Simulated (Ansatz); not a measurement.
# TePb (Fm-3m) in Ansatz: a series of runs

One crystal, TePb, is run at these levels: SVWN5, PBE; tasks: band structure, single point, equation of state.

Everything below comes from runs of Ansatz 0.2.0. Logs are shortened: lines on timing, memory, paths and dates and some standing lists are left out, and cuts for length are marked.

**Experimental background.**

A printed reference work, monograph reports, for a bulk crystal of TePb at 4.2 K: band gap 0.19 eV (direct).

How close the calculation comes is told below.

## 1. The crystal as given

Symmetry: Fm-3m, No. 225, cubic system. The conventional cell has a = 6.462 Å, b = 6.462 Å, c = 6.462 Å, α = 90.00°, β = 90.00°, γ = 90.00°. Pb (site symmetry m-3m) has 6 Te at 3.23 Å as nearest neighbours. Te (site symmetry m-3m) has 6 Pb at 3.23 Å as nearest neighbours.

## 2. Band structure, SVWN5

input.yaml reads:

```yaml
crystal:
  lattice:
    - [0.0, 3.231, 3.231]
    - [3.231, 0.0, 3.231]
    - [3.231, 3.231, 0.0]
  atoms:
    - { symbol: Pb, position: [0.0, 0.0, 0.0] }
    - { symbol: Te, position: [0.5, 0.5, 0.5] }
hamiltonian:
  xc: { exchange: slater, correlation: vwn5 }
  pseudopotentials: { kind: paw }
kpoints:
  mp_grid: { grid: [7, 7, 7] }
  band_path:
    path:
      - [[0.0, 0.0, 0.0], [0.5, 0.0, 0.5], [0.5, 0.25, 0.75], [0.375, 0.375, 0.75], [0.0, 0.0, 0.0], [0.5, 0.5, 0.5], [0.625, 0.25, 0.625], [0.5, 0.25, 0.75], [0.5, 0.5, 0.5], [0.375, 0.375, 0.75]]
      - [[0.625, 0.25, 0.625], [0.5, 0.0, 0.5]]
    npoints: 14
scf:
  occupations: { method: fermi_dirac, width: 0.05 }
  n_extra_bands: 6
output:
  forces: true
  stress: true
  eigenvalues: true
  fatbands: true
```

Potentials or basis: Ansatz PAW.

Started as:

```
$ ansatz run input.yaml --threads 2 --pin off --max-ram 5120MiB --backend cpu --events-out ev --progress --plain --runs-dir out
```

Output:

```text
Warning: RAYON_NUM_THREADS=2 ignored (pool sized by the plan → 2); use --threads N
scf.n_extra_bands = 6 over 15 filled bands (N_el = 30.0): the run solves 21 bands
Engine: ansatz 0.2.0, aarch64-unknown-linux-gnu
Pseudopotentials: kind: paw
Pseudopotential: Pb, paw, valence charge 14, recommended cutoff 420 eV (normal), Pb.paw.azcp
Pseudopotential: Te, paw, valence charge 16, recommended cutoff 420 eV (normal), Te.paw.azcp
Functional definition: unnamed
  exchange = slater_x
  correlation = vwn5_c
Crystal: 2 atoms, lattice volume = 67.459 Å³
Basis set: ecut = 420 eV, 1363 PW (Γ)
Bands: 21, of which v1, the nominal top of the filled ones, is band 15 counted from 1 (14 counted from 0)
Symmetry: 48 space group operations
Space group: Fm-3m (ITA 225), of the structure as read, at distance tolerance 4.1e-5 Å
k-points: 20 of 343
Non-local potential: Pb, projectors of the file, l = 0: 2, l = 1: 2, l = 2: 2, l = 3: 2
Non-local potential: Te, projectors of the file, l = 0: 2, l = 1: 2, l = 2: 2, l = 3: 2
PAW form: soft (Blöchl's): semilocal exchange-correlation on the pseudo side does not see the compensation charge
PAW frozen core: Pb, regenerated for the run's functional, and the local potential with it (the file was generated under x = pbe(κ = 0.804, μ = 0.2195149727645171), c = pbe(β = 0.06672455060314922))
PAW frozen core: Te, regenerated for the run's functional, and the local potential with it (the file was generated under x = pbe(κ = 0.804, μ = 0.2195149727645171), c = pbe(β = 0.06672455060314922))
PAW one-centre angular grid: Pb, 590 points (default); XC on 64 Gauss nodes
PAW one-centre angular grid: Te, 590 points (default); XC on 64 Gauss nodes
Initial density: superposition of atomic densities (neutral atoms: chi_scale 0, normalization atom), corrected by the library's trained network
Initial wavefunctions: pseudopotential atomic-orbital guess
Functional: x = slater, c = vwn5
SCF iter   1: F=—  HF=-18431.771640 eV  |F-HF|=—  |Δ(HF+E_count)|=         —  Δρ=4.23e-3  dr2=7.21e-3  ethr=1.77e-3  ⟨swp⟩=7.2  Hψ=2255  notcnv=0
preconditioner: auto → none  [insulator: Δε(μ)=0.935 eV  Ē_g=16.199 eV  σ=0.050 eV  W_gap=1.00  n_scr=14 (ndim 8)  ℏωp=20.2 eV  f_vac=0.014  D(μ)=0.00/eV (n_scr^D=0)  ε∞_Penn≈2.6]
SCF iter   2: F=—  HF=-18431.767229 eV  |F-HF|=—  |Δ(HF+E_count)|=   4.41e-3  Δρ=1.87e-3  dr2=1.19e-3  ethr=2.40e-5  ⟨swp⟩=2.3  Hψ=820  notcnv=0  defer=6
SCF iter   3: F=—  HF=-18431.767078 eV  |F-HF|=—  |Δ(HF+E_count)|=   1.51e-4  Δρ=5.34e-4  dr2=4.10e-4  ethr=3.97e-6  ⟨swp⟩=2.0  Hψ=589  notcnv=0  defer=6
SCF iter   4: F=—  HF=-18431.766950 eV  |F-HF|=—  |Δ(HF+E_count)|=   1.28e-4  Δρ=1.60e-4  dr2=1.24e-5  ethr=1.37e-6  ⟨swp⟩=2.3  Hψ=512  notcnv=0  defer=6
SCF iter   5: F=—  HF=-18431.766951 eV  |F-HF|=—  |Δ(HF+E_count)|=   1.12e-6  Δρ=5.57e-5  dr2=2.28e-6  ethr=4.12e-8  ⟨swp⟩=2.0  Hψ=693  notcnv=0  defer=6
SCF iter   6: F=-18431.766949 eV  HF=-18431.766949 eV  |F-HF|=7.18e-8  |Δ(HF+E_count)|=   1.38e-6  Δρ=1.01e-5  dr2=8.19e-8  ethr=3.33e-10  ⟨swp⟩=7.8  Hψ=2496  notcnv=0
SCF 1 converged in 6 iterations: F = -18431.766949 eV  dr2 = 8.19e-8
NSCF: frozen V_eff on 142 k-points
SCF converged after 6 iterations
Free energy (F): -18431.766949 eV
Harris-Foulkes:  -18431.766949 eV  (|F-HF|=7.18e-8)
Internal energy: -18431.766945 eV  (E = F + TS)
E sigma→0 (E₀):  -18431.766947 eV
Entropy (-TS):   -0.000005 eV (-0.002 meV/atom)
Fermi energy:    8.705336 eV
--- Per-component energies (eV) ---
  E_band       = -325.303532
  E_kinetic    = 469.901338
  E_local      = -2396.584929  (includes V_loc(G=0)·N_el)
  E_nonlocal   = 49.421792
  E_hartree    = 1253.954473
  E_xc         = -343.486836
  E_vxc        = -238.852527  (∫ρ·V_xc dr)
  E_paw        = -14612.655487  (= ΣΔE_a)
  E_vpaw       = -717.116077  (= ΣTr[D̂ρ^β])
  E_aug_tail   = -0.000162  (compensation charges beyond the density's cutoff)
  E_ewald      = -2852.919164
  E_core_change = 0.602032  (= ΣΔE_core)
  E_smearing   = -0.000005  (= −TS)
  E_closure    = 0.000000  (closes the sum)
  Σ components = -18431.766949   (vs F -18431.766949, Δ=0.00e0)
--- Forces (eV/Å), atoms counted from 1 ---
  atom   1  Pb    -0.00000000     0.00000000    -0.00000000
  atom   2  Te     0.00000000     0.00000000     0.00000000
  max |Σ_I F_I| component: 4.04e-29 eV/Å
--- Stress (GPa, compression-positive) ---
       -1.766799      -0.000000      -0.000000
       -0.000000      -1.766799       0.000000
       -0.000000       0.000000      -1.766799
  P = ⅓ Tr σ = -1.7668 GPa (-17.668 kbar)
--- Band table (eV; the first three rows and the last of 20) ---
  k-point 0: bands = ["-27.7208", "-27.7208", "-27.7143", "-27.7143", "-27.7143", "-8.2713", "-8.2713", "-8.2581", "-8.2581", "-8.2581", "-3.7249", "2.6121", "7.0191", "7.0191", "7.0191", "12.3473", "12.3473", "12.3473", "14.2018", "14.2018", "14.2018"]
  k-point 1: bands = ["-27.7207", "-27.7207", "-27.7143", "-27.7142", "-27.7142", "-8.2739", "-8.2739", "-8.2577", "-8.2553", "-8.2553", "-3.5515", "2.0769", "7.0730", "7.0730", "7.3061", "11.4044", "11.6307", "11.6307", "13.9905", "14.5809", "14.5809"]
  k-point 2: bands = ["-27.7207", "-27.7207", "-27.7142", "-27.7140", "-27.7140", "-8.2806", "-8.2806", "-8.2567", "-8.2480", "-8.2480", "-3.0618", "0.9372", "7.2390", "7.2390", "7.7949", "10.0955", "10.4837", "10.4837", "14.5180", "15.6128", "15.6128"]
  k-point 19: bands = ["-27.7209", "-27.7205", "-27.7141", "-27.7138", "-27.7135", "-8.3159", "-8.2740", "-8.2538", "-8.2465", "-8.2333", "-1.9371", "0.2312", "4.4569", "5.0844", "7.6801", "10.2266", "13.0181", "13.8127", "14.4512", "15.6404", "18.7417"]
```

Wall time 4.5 s (2 threads of Arm Neoverse V1, shared host); peak memory 0.36 GiB.

What came out:

```
Free energy             : -18431.7669 eV
Pressure                : -1.8 GPa
Band gap along the path : 0.65 eV, direct
```

Levels at the corners of the path, in eV from the Fermi level:
| point | band 12 | band 13 | band 14 | band 15 | band 16 | band 17 | band 18 | band 19 |
| --- | --- | --- | --- | --- | --- | --- | --- | --- |
| Γ | -6.09 | -1.69 | -1.69 | -1.69 | 3.64 | 3.64 | 3.64 | 5.50 |
| X | -7.75 | -4.85 | -3.15 | -3.15 | 2.94 | 5.03 | 5.03 | 6.24 |
| W | -8.42 | -4.14 | -4.14 | -0.70 | 1.24 | 4.84 | 4.84 | 6.44 |
| K | -8.40 | -4.47 | -2.64 | -2.45 | 3.17 | 3.38 | 4.76 | 5.51 |
| Γ | -6.09 | -1.69 | -1.69 | -1.69 | 3.64 | 3.64 | 3.64 | 5.50 |
| L | -9.01 | -1.21 | -1.21 | -0.37 | 0.28 | 0.87 | 0.87 | 7.95 |
| U | -8.40 | -4.47 | -2.64 | -2.45 | 3.17 | 3.38 | 4.76 | 5.51 |
| W | -8.42 | -4.14 | -4.14 | -0.70 | 1.24 | 4.84 | 4.84 | 6.44 |
| L | -9.01 | -1.21 | -1.21 | -0.37 | 0.28 | 0.87 | 0.87 | 7.95 |
| K | -8.40 | -4.47 | -2.64 | -2.45 | 3.17 | 3.38 | 4.76 | 5.51 |
| U | -8.40 | -4.47 | -2.64 | -2.45 | 3.17 | 3.38 | 4.76 | 5.51 |
| X | -7.75 | -4.85 | -3.15 | -3.15 | 2.94 | 5.03 | 5.03 | 6.24 |

Caveat: this odd mesh misses L, where the gap lies, so gap, dielectric constants and Born charges aren't listed; spin-orbit coupling is left out, which moves the levels of the heavy elements; the PAW data sets come from PBE, with cores solved anew for the run's functional, which leaves a small shift of forces and pressure.

## 3. Single point, PBE, 31.71 Å³/atom (volume scaled by 0.94)

input.yaml reads:

```yaml
crystal:
  lattice:
    - [0.0, 3.1650427173, 3.1650427173]
    - [3.1650427173, 0.0, 3.1650427173]
    - [3.1650427173, 3.1650427173, 0.0]
  atoms:
    - { symbol: Pb, position: [0.0, 0.0, 0.0] }
    - { symbol: Te, position: [0.5, 0.5, 0.5] }
hamiltonian:
  xc: pbe
  pseudopotentials: { kind: paw, core: small }
kpoints:
  mp_grid: { grid: [7, 7, 7] }
scf:
  occupations: { method: fermi_dirac, width: 0.05 }
output:
  forces: true
  stress: true
  eigenvalues: true
```

Potentials or basis: Ansatz PAW.

Started as:

```
$ ansatz run input.yaml --threads 2 --pin off --max-ram 5120MiB --backend cpu --events-out ev --progress --plain --runs-dir out
```

Wall time 0.96 s (2 threads of Arm Neoverse V1, shared host); peak memory 0.32 GiB.

Results (log left out):

- Free energy: -18887.0718 eV
- Pressure: 5.5 GPa

Caveat: this odd mesh misses L, where the gap lies, so gap, dielectric constants and Born charges aren't listed.

## 4. Single point, PBE, 32.38 Å³/atom (volume scaled by 0.96)

input.yaml, as its differences from that of step 3:

```diff
@@ -2,5 +2,5 @@
   lattice:
-    - [0.0, 3.1650427173, 3.1650427173]
-    - [3.1650427173, 0.0, 3.1650427173]
-    - [3.1650427173, 3.1650427173, 0.0]
+    - [0.0, 3.1873324849, 3.1873324849]
+    - [3.1873324849, 0.0, 3.1873324849]
+    - [3.1873324849, 3.1873324849, 0.0]
   atoms:
```

Started as:

```
$ ansatz run input.yaml --threads 2 --pin off --max-ram 5120MiB --backend cpu --events-out ev --progress --plain --runs-dir out
```

It took 0.98 s on 2 threads of Arm Neoverse V1, shared host; peak memory 0.33 GiB.

Results (log left out):

* Free energy: -18887.1127 eV
* Pressure: 4.2 GPa

Caveat: this odd mesh misses L, where the gap lies, so gap, dielectric constants and Born charges aren't listed.

## 5. Single point, PBE, 33.05 Å³/atom (volume scaled by 0.98)

input.yaml, as its differences from that of step 4:

```diff
@@ -2,5 +2,5 @@
   lattice:
-    - [0.0, 3.1873324849, 3.1873324849]
-    - [3.1873324849, 0.0, 3.1873324849]
-    - [3.1873324849, 3.1873324849, 0.0]
+    - [0.0, 3.2093147829, 3.2093147829]
+    - [3.2093147829, 0.0, 3.2093147829]
+    - [3.2093147829, 3.2093147829, 0.0]
   atoms:
```

Started as:

```
$ ansatz run input.yaml --threads 2 --pin off --max-ram 5120MiB --backend cpu --events-out ev --progress --plain --runs-dir out
```

It took 0.98 s on 2 threads of Arm Neoverse V1, shared host; peak memory 0.33 GiB.

Results (log left out):

* Free energy: -18887.1437 eV
* Pressure: 3.1 GPa

Caveat: this odd mesh misses L, where the gap lies, so gap, dielectric constants and Born charges aren't listed.

## 6. Single point, PBE, 33.73 Å³/atom

input.yaml, as its differences from that of step 5:

```diff
@@ -2,5 +2,5 @@
   lattice:
-    - [0.0, 3.2093147829, 3.2093147829]
-    - [3.2093147829, 0.0, 3.2093147829]
-    - [3.2093147829, 3.2093147829, 0.0]
+    - [0.0, 3.231, 3.231]
+    - [3.231, 0.0, 3.231]
+    - [3.231, 3.231, 0.0]
   atoms:
```

Potentials or basis: Ansatz PAW.

Started as:

```
$ ansatz run input.yaml --threads 2 --pin off --max-ram 5120MiB --backend cpu --events-out ev --progress --plain --runs-dir out
```

Wall time 0.99 s (2 threads of Arm Neoverse V1, shared host); peak memory 0.33 GiB.

Results (log left out):

- Free energy: -18887.1656 eV
- Pressure: 2.1 GPa

Caveat: this odd mesh misses L, where the gap lies, so gap, dielectric constants and Born charges aren't listed.

## 7. Single point, PBE, 34.40 Å³/atom (volume scaled by 1.02)

input.yaml, as its differences from that of step 6:

```diff
@@ -2,5 +2,5 @@
   lattice:
-    - [0.0, 3.231, 3.231]
-    - [3.231, 0.0, 3.231]
-    - [3.231, 3.231, 0.0]
+    - [0.0, 3.2523979746, 3.2523979746]
+    - [3.2523979746, 0.0, 3.2523979746]
+    - [3.2523979746, 3.2523979746, 0.0]
   atoms:
@@ -19 +19,5 @@
   eigenvalues: true
+  write_density: true
+  write_potential: true
+  elf: true
+  volumetric_format: npy
```

Started as:

```
$ ansatz run input.yaml --threads 2 --pin off --max-ram 5120MiB --backend cpu --events-out ev --progress --plain --runs-dir out
```

Run time: 1.4 s. Hardware: 2 threads of Arm Neoverse V1, shared host; peak memory 0.34 GiB.

It converged, with:

- Free energy: -18887.1796 eV
- Pressure: 1.2 GPa

Caveat: this odd mesh misses L, where the gap lies, so gap, dielectric constants and Born charges aren't listed.

## 8. Single point, PBE, 35.08 Å³/atom (volume scaled by 1.04)

input.yaml, as its differences from that of step 7:

```diff
@@ -2,5 +2,5 @@
   lattice:
-    - [0.0, 3.2523979746, 3.2523979746]
-    - [3.2523979746, 0.0, 3.2523979746]
-    - [3.2523979746, 3.2523979746, 0.0]
+    - [0.0, 3.2735180337, 3.2735180337]
+    - [3.2735180337, 0.0, 3.2735180337]
+    - [3.2735180337, 3.2735180337, 0.0]
   atoms:
```

Started as:

```
$ ansatz run input.yaml --threads 2 --pin off --max-ram 5120MiB --backend cpu --events-out ev --progress --plain --runs-dir out
```

Wall time 1.4 s (2 threads of Arm Neoverse V1, shared host); peak memory 0.34 GiB.

Results (log left out):

```
Free energy : -18887.1863 eV
Pressure    : 0.4 GPa
```

Caveat: this odd mesh misses L, where the gap lies, so gap, dielectric constants and Born charges aren't listed.

## 9. Single point, PBE, 35.75 Å³/atom (volume scaled by 1.06)

input.yaml reads:

```yaml
crystal:
  lattice:
    - [0.0, 3.2943690292, 3.2943690292]
    - [3.2943690292, 0.0, 3.2943690292]
    - [3.2943690292, 3.2943690292, 0.0]
  atoms:
    - { symbol: Pb, position: [0.0, 0.0, 0.0] }
    - { symbol: Te, position: [0.5, 0.5, 0.5] }
hamiltonian:
  xc: pbe
  pseudopotentials: { kind: paw, core: small }
kpoints:
  mp_grid: { grid: [7, 7, 7] }
scf:
  occupations: { method: fermi_dirac, width: 0.05 }
output:
  forces: true
  stress: true
  eigenvalues: true
```

Potentials or basis: Ansatz PAW.

Started as:

```
$ ansatz run input.yaml --threads 2 --pin off --max-ram 5120MiB --backend cpu --events-out ev --progress --plain --runs-dir out
```

Wall time 1.1 s (2 threads of Arm Neoverse V1, shared host); peak memory 0.34 GiB.

Results (log left out):

```yaml
Free_energy: -18887.1864 eV
Pressure: -0.3 GPa
```

Caveat: this odd mesh misses L, where the gap lies, so gap, dielectric constants and Born charges aren't listed.

## 10. Equation of state, PBE

Potentials or basis: Ansatz PAW small core.

No new run: the results of the series are fitted here.

What came out:

```
Equilibrium volume                      : 35.43 Å³/atom
Bulk modulus                            : 38 GPa
Pressure derivative of the bulk modulus : 4.5
```

Energy against volume, from the lowest point:
| volume (Å³/atom) | energy (meV/atom) |
| --- | --- |
| 31.706 | 57.28 |
| 32.380 | 36.83 |
| 33.055 | 21.37 |
| 33.730 | 10.38 |
| 34.404 | 3.42 |
| 35.079 | 0.08 |
| 35.753 | 0.00 |

Caveat: this odd mesh misses L, where the gap lies, so gap, dielectric constants and Born charges aren't listed. Spin-orbit coupling is left out, which matters for the levels of Pb, Te.

## 11. How close it comes

Step 2. Measured gap of TePb: 0.19 eV (direct; 4.2 K; a printed reference work, monograph). This calculation gives 0.65 eV (+0.46 eV). Spin-orbit coupling on Pb, Te is left out. The value is that of SVWN5, without temperature or zero-point motion.
